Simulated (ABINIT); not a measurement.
Wanted: the native input for an ABINIT 10.8.3 (patched build) run.

```
Task                : equation of state
Functional          : PBE
Potentials or basis : JTH PAW PBE v2.0
Cutoff              : 435 eV
k mesh              : 8 × 8 × 8
Occupations         : fermi-dirac, width 0.05 eV
Spin                : no spin polarisation
Fine-grid cutoff    : 870.764 eV
```

PtSe:

```
Pt Se
1.0
     0.00000    3.03745    3.03745
     3.03745    0.00000    3.03745
     3.03745    3.03745    0.00000
Pt Se
1 1
Direct
  0.00000 0.00000 0.00000
  0.25000 0.25000 0.25000
```

The cell comes from a database or a generator and needn't be the stable form of this composition.

These files were run (other wordings do the same):

run.abi

```
# Datasets: one volume each
ndtset 7
getwfk -1
scalecart1 3*0.9795861087
scalecart2 3*0.9864848297
scalecart3 3*0.9932883884
scalecart4 3*1.0000000000
scalecart5 3*1.0066227096
scalecart6 3*1.0131594038
scalecart7 3*1.0196128224

# Pseudopotentials
pp_dirpath "./"
pseudos "Pt.GGA_PBE-JTH.xml, Se.GGA_PBE-JTH.xml"

# Structure
acell 3*1.0 Angstrom
rprim
     0.0000000000     3.0374472300     3.0374472300
     3.0374472300     0.0000000000     3.0374472300
     3.0374472300     3.0374472300     0.0000000000
ntypat 2
znucl 78 34
natom 2
typat 1 2
xred
     0.0000000000     0.0000000000     0.0000000000
     0.2500000000     0.2500000000     0.2500000000

# Plane-wave basis
ecut 16.0
pawecutdg 32.0
pawxcdev 0

# k points
kptopt 1
ngkpt 8 8 8
nshiftk 1
shiftk 0.0 0.0 0.0

# Exchange and correlation
ixc 11

# Bands and occupations
nband 12
occopt 3
tsmear 0.05 eV

# SCF cycle
nstep 100
tolvrs 1.0e-9

# Output
iomode 3
prtwf 1
prtden 0
prteig 0
prtebands 0
enunit 2
```

Potentials or basis: JTH PAW PBE v2.0.

Run with:

```sh
$ abinit run.abi > log 2>&1
```

It gave:

```json
{
  "Equilibrium volume": "outside the volumes run"
}
```

It took 100 s on 1 thread of Arm Neoverse V2, on a shared host, peak memory 0.15 GiB.
